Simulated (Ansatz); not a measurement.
(102) slab cut from the bulk of TaN, P6_3/mmc (No. 194); the slab's formula is TaN:

```xyz
28
Lattice="2.8895 0.0000 0.0000 0.0000 7.7069 0.0000 0.0000 0.0000 27.0520" Properties=species:S:1:pos:R:3 pbc="T T T"
N     1.4447    7.1343    7.5000
Ta    1.4447    1.6250    7.8172
Ta    0.0000    5.4784    7.8172
N     1.4447    3.8225    8.1343
N     0.0000    1.0524    9.4029
Ta    0.0000    3.2500    9.7201
Ta    1.4447    7.1034    9.7201
N     0.0000    5.4475   10.0373
N     1.4447    2.6774   11.3059
Ta    1.4447    4.8749   11.6230
Ta    0.0000    1.0215   11.6230
N     1.4447    7.0725   11.9402
N     0.0000    4.3024   13.2088
Ta    0.0000    6.4999   13.5260
Ta    1.4447    2.6465   13.5260
N     0.0000    0.9906   13.8432
N     1.4447    5.9273   15.1118
Ta    1.4447    0.4180   15.4289
Ta    0.0000    4.2715   15.4289
N     1.4447    2.6156   15.7461
N     0.0000    7.5523   17.0147
Ta    0.0000    2.0430   17.3319
Ta    1.4447    5.8964   17.3319
N     0.0000    4.2405   17.6490
N     1.4447    1.4704   18.9177
Ta    1.4447    3.6680   19.2348
Ta    0.0000    7.5214   19.2348
N     1.4447    5.8655   19.5520
```

Theory: DFT PBEsol, scalar-relativistic, plane waves, PAW in Ansatz. Cutoff 420 eV; k points 12×5×1 on the computed 28-atom cell (Γ-centred); Gaussian smearing, width 0.10 eV; no spin polarisation. A dipole correction removes the field between periodic images along c.

Task: What forces act on the atoms?

Result:
| atom | Fx (eV/Å) | Fy (eV/Å) | Fz (eV/Å) |
| --- | --- | --- | --- |
| N1 | 0.000 | -0.725 | 0.802 |
| Ta2 | 0.000 | -0.976 | 0.596 |
| Ta3 | 0.000 | 1.415 | 1.296 |
| N4 | 0.000 | -0.149 | 0.021 |
| N5 | 0.000 | 0.373 | -0.084 |
| Ta6 | 0.000 | 0.024 | -1.160 |
| Ta7 | 0.000 | -0.363 | -1.228 |
| N8 | 0.000 | 0.217 | -0.687 |
| N9 | 0.000 | -0.018 | 0.183 |
| Ta10 | 0.000 | -0.129 | 0.021 |
| Ta11 | 0.000 | 0.167 | 0.014 |
| N12 | 0.000 | 0.030 | 0.012 |
| N13 | 0.000 | -0.044 | -0.026 |
| Ta14 | 0.000 | 0.000 | 0.000 |
| Ta15 | 0.000 | 0.000 | 0.000 |
| N16 | 0.000 | 0.044 | 0.026 |
| N17 | 0.000 | -0.030 | -0.012 |
| Ta18 | 0.000 | 0.129 | -0.021 |
| Ta19 | 0.000 | -0.167 | -0.014 |
| N20 | 0.000 | 0.018 | -0.183 |
| N21 | 0.000 | -0.217 | 0.687 |
| Ta22 | 0.000 | -0.024 | 1.160 |
| Ta23 | 0.000 | 0.363 | 1.228 |
| N24 | 0.000 | -0.373 | 0.084 |
| N25 | 0.000 | 0.149 | -0.021 |
| Ta26 | 0.000 | 0.976 | -0.596 |
| Ta27 | 0.000 | -1.415 | -1.296 |
| N28 | 0.000 | 0.725 | -0.802 |

Spin–orbit coupling is left out, which can shift energies with elements as heavy as these.

The reference crystal is a form of TaN, which isn't its usual structure.

Cost: 1 run of about 6.3 core-minutes, on Arm Neoverse V1 (shared hosts).